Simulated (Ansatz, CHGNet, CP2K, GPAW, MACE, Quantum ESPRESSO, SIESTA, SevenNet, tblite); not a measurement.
# CP2K runs on NbH2(331) slab (72 atoms), part 3 of 3

How do the settings of CP2K change the result for NbH2(331) slab (72 atoms)? A plane-wave run serves as the yardstick.

Program: CP2K 2026.2; the method stands at each step. Banners, paths, timers and routine set-up lines are dropped from the logs unmarked, and long logs keep their key lines alone; longer cuts are marked.

So far. Step 6 (r2SCAN, SCAN potentials, DZVP-UZH(SCAN), 600/50 Ry …): Against the first run (4.0 %), the force difference from the reference is 4.3 %, at 2.2 times the CPU time (on 2 against 4 cores); the model has changed, so this is no error of the program alone.

## Step 8: Another try, on a changed input

Level of this step: Kohn-Sham DFT, PBE, GTH-PBE pseudopotentials, Gaussian and plane waves, DZVP-MOLOPT (UZH set), diagonalisation (CP2K).

The input, input.inp:

```
&GLOBAL
  PROJECT cell
  RUN_TYPE ENERGY_FORCE
  PRINT_LEVEL LOW
&END GLOBAL
&FORCE_EVAL
  METHOD QS
  &DFT
    BASIS_SET_FILE_NAME BASIS_MOLOPT_UZH
    POTENTIAL_FILE_NAME POTENTIAL_UZH
    &MGRID
      CUTOFF 600
      REL_CUTOFF 50
      NGRIDS 5
    &END MGRID
    &QS
      EPS_DEFAULT 1.0E-05
    &END QS
    &SCF
      SCF_GUESS ATOMIC
      EPS_SCF 1.0E-06
      MAX_SCF 25
      ADDED_MOS 36
      &DIAGONALIZATION
        ALGORITHM STANDARD
      &END DIAGONALIZATION
      &SMEAR ON
        METHOD FERMI_DIRAC
        ELECTRONIC_TEMPERATURE [K] 580
      &END SMEAR
      &MIXING
        METHOD BROYDEN_MIXING
        ALPHA 0.15
        NBROYDEN 8
      &END MIXING
      &PRINT
        &RESTART OFF
        &END RESTART
      &END PRINT
    &END SCF
    &XC
      &XC_FUNCTIONAL PBE
      &END XC_FUNCTIONAL
    &END XC
    &PRINT
      &MULLIKEN ON
      &END MULLIKEN
      &HIRSHFELD ON
        SHAPE_FUNCTION DENSITY
      &END HIRSHFELD
      &MO ON
        EIGENVALUES T
        OCCUPATION_NUMBERS T
        MO_INDEX_RANGE 169 192
        &EACH
          QS_SCF 0
        &END EACH
        ADD_LAST NUMERIC
      &END MO
    &END PRINT
  &END DFT
  &SUBSYS
    &CELL
      A 9.67958 0.00000 0.00000
      B -1.61326 7.03206 0.00000
      C 0.00000 0.00000 21.85118
    &END CELL
    &COORD
      SCALED
[... 72 atom lines left out: the same atoms as in the first run ...]
    &END COORD
    &KIND Nb
      BASIS_SET DZVP-MOLOPT-PBE-GTH-q13
      POTENTIAL GTH-PBE-q13
    &END KIND
    &KIND H
      BASIS_SET DZVP-MOLOPT-PBE-GTH-q1
      POTENTIAL GTH-PBE-q1
    &END KIND
  &END SUBSYS
  &PRINT
    &FORCES ON
    &END FORCES
  &END PRINT
&END FORCE_EVAL
```

On the command line:

```sh
$ OMP_NUM_THREADS=1 mpirun -np 4 cp2k.psmp -i input.inp > output.txt
```

Numbers of over 12 decimals in the logs are rounded to 6 here.

Log:

```text
CP2K| version string:                                       CP2K version 2026.2
 CP2K| Input file name                                                 input.inp
 GLOBAL| Basis set file name                                    BASIS_MOLOPT_UZH
 GLOBAL| Potential file name                                       POTENTIAL_UZH
 GLOBAL| Run type                                                   ENERGY_FORCE
 GLOBAL| Total number of message passing processes                             4
 GLOBAL| Number of threads for this process                                    1
[... lines left out ...]
                             - Non-local part of the GTH pseudopotential:      4
 SCF PARAMETERS         Density guess:                                    ATOMIC
                        max_scf:                                              25
                        eps_scf:                                        1.00E-06
                        added MOs                                        36    0
                        Mixing method:                            BROYDEN_MIXING
                                                charge density mixing in g-space
                        Smear method:                                FERMI_DIRAC
                        Electronic temperature [K]:                        580.0
                        Electronic temperature [a.u.]:                  1.84E-03
                        Accuracy threshold:                             1.00E-10
 *   ___                                                                       *
 *  /   \                                                                      *
 * [ABORT]                                                                     *
 *  \___/    Cholesky decompose failed: the matrix is not positive definite or *
 *    |                              ill-conditioned.                          *
 *  O/|                                                                        *
 * /| |                                                                        *
```

Run time: 1.5 s. Hardware: 4 MPI ranks of Arm Neoverse V1, shared host; peak memory 1.6 GiB.

The run ended with an error. The fault in the input: integrals screened far too loosely (EPS_DEFAULT 1e-05).

## Step 9: The ladder

Differences are against the plane-wave reference, forces as r.m.s. over components; share is that over the reference's r.m.s. force, slope the least-squares factor from reference forces to these. Total energies of different programs have different zeros and aren't compared.

| run | Δ force, r.m.s. (meV/Å) | share (%) | slope | cores | CPU time | memory (GiB) |
| --- | --- | --- | --- | --- | --- | --- |
| reference | - | - | - | 4 | 48 s | 1.4 |
| CP2K PBE, DZVP-UZH, 600/50 Ry, diagonalisation | 28.0 | 4.05 | 0.988 | 4 | 17 min | 5.6 |
| CP2K PBE, TZVP-UZH, 600/50 Ry, diagonalisation | 24.6 | 3.57 | 0.992 | 4 | 18 min | 5.8 |
| CP2K PBE+D3(BJ), DZVP-UZH, 600/50 Ry, diagonalisation | 30.2 | 4.37 | 1.018 | 4 | 16 min | 5.7 |
| CP2K PBE, DZVP-MOLOPT (SR for Nb), 600/50 Ry, diagonalisation | 10.3 | 1.50 | 0.994 | 4 | 47 min | 6.2 |
| CP2K r2SCAN, SCAN potentials, DZVP-UZH(SCAN), 600/50 Ry, diagonalisation | 29.5 | 4.28 | 1.004 | 2 | 37 min | 4.3 |
| CP2K PBE, DZVP-UZH, 420/50 Ry, diagonalisation (coarse) | 28.0 | 4.05 | 0.988 | 2 | 13 min | 2.5 |

Rows marked coarse were listed beforehand as settings not expected to be converged; some can still land near the reference.

CPU time is summed over cores on a shared host, where runs went side by side, so it is rough. Symmetry, cutoffs, thresholds, outputs and thread counts weren't matched or tuned between programs; memory under MPI is the largest rank's times the ranks.

Mean charges by element (e), by run and scheme:

| run | scheme | Nb | H |
| --- | --- | --- | --- |
| reference | Löwdin | +0.29 | -0.12 |
| CP2K PBE, DZVP-UZH, 600/50 Ry, diagonalisation | Mulliken | +0.44 | -0.22 |
| CP2K PBE, DZVP-UZH, 600/50 Ry, diagonalisation | Hirshfeld | +0.32 | -0.16 |
| CP2K PBE, TZVP-UZH, 600/50 Ry, diagonalisation | Mulliken | +0.58 | -0.29 |
| CP2K PBE, TZVP-UZH, 600/50 Ry, diagonalisation | Hirshfeld | +0.32 | -0.16 |
| CP2K PBE+D3(BJ), DZVP-UZH, 600/50 Ry, diagonalisation | Mulliken | +0.44 | -0.22 |
| CP2K PBE+D3(BJ), DZVP-UZH, 600/50 Ry, diagonalisation | Hirshfeld | +0.32 | -0.16 |
| CP2K PBE, DZVP-MOLOPT (SR for Nb), 600/50 Ry, diagonalisation | Mulliken | +0.42 | -0.21 |
| CP2K PBE, DZVP-MOLOPT (SR for Nb), 600/50 Ry, diagonalisation | Hirshfeld | +0.32 | -0.16 |
| CP2K r2SCAN, SCAN potentials, DZVP-UZH(SCAN), 600/50 Ry, diagonalisation | Mulliken | +0.21 | -0.11 |
| CP2K r2SCAN, SCAN potentials, DZVP-UZH(SCAN), 600/50 Ry, diagonalisation | Hirshfeld | +0.34 | -0.17 |
| CP2K PBE, DZVP-UZH, 420/50 Ry, diagonalisation | Mulliken | +0.44 | -0.22 |
| CP2K PBE, DZVP-UZH, 420/50 Ry, diagonalisation | Hirshfeld | +0.32 | -0.16 |

The reference's Löwdin charges lack the electrons that the projection spills, 0.019 e an atom on average.

Within one program, basis, potentials and functional, energies share a zero. Each run against its twin at the usual cutoff or grid and solver:

| run | twin | Δ energy (meV/atom) | Δ force, r.m.s. (meV/Å) | CPU time over the twin's |
| --- | --- | --- | --- | --- |
| CP2K PBE, DZVP-UZH, 420/50 Ry, diagonalisation | DZVP-UZH, 600/50 Ry, diagonalisation | -4.0e-4 | 0.064 | 0.76 (this twin ran on 4 cores) |

## Step 10: Outcome

| Property | Result |
| --- | --- |
| nearest in forces | CP2K PBE, DZVP-MOLOPT (SR for Nb), 600/50 Ry, diagonalisation, 1.5 % |
| its CPU time | 47 min |

The PBE runs in local orbitals, coarse settings apart, differ by 1.5 % (CP2K PBE, DZVP-MOLOPT (SR for Nb), 600/50 Ry, diagonalisation) to 4.0 % (CP2K PBE, DZVP-UZH, 600/50 Ry, diagonalisation); basis, grid and potentials can all enter. Rows with another functional or a dispersion term differ by 4.3 % (CP2K r2SCAN, SCAN potentials, DZVP-UZH(SCAN), 600/50 Ry, diagonalisation) to 4.4 % (CP2K PBE+D3(BJ), DZVP-UZH, 600/50 Ry, diagonalisation), which mixes the change of model with differences of basis and potentials, some of them made for another functional. Runs with settings chosen to be coarse differ by 4.0 % (CP2K PBE, DZVP-UZH, 420/50 Ry, diagonalisation), their programs' other errors included. None of the electronic-structure runs in the table takes under half the reference's CPU time of 48 s; they take 16 to 59 times as much. Charges hang on scheme and program or settings: among these rows the mean for Nb runs from +0.21 to +0.58 e. The electronic-structure runs sample only Γ, in a cell whose shortest periodic width is 7 Å, which is coarse for a cell with partly filled levels.

[Also dropped from logs without a mark: logging warnings of Python, and SIESTA's first energy breakdown and zero terms.]

[Logs are printed without paths, hosts, clocks, repeated set-up lines and the standing remarks that a program may print on its own settings, such as how far it seeks lower states.]

[Hosts, paths, dates, database ids (printed as entryN), source tags and the programs' standing remarks are cut or masked in the printed files.]
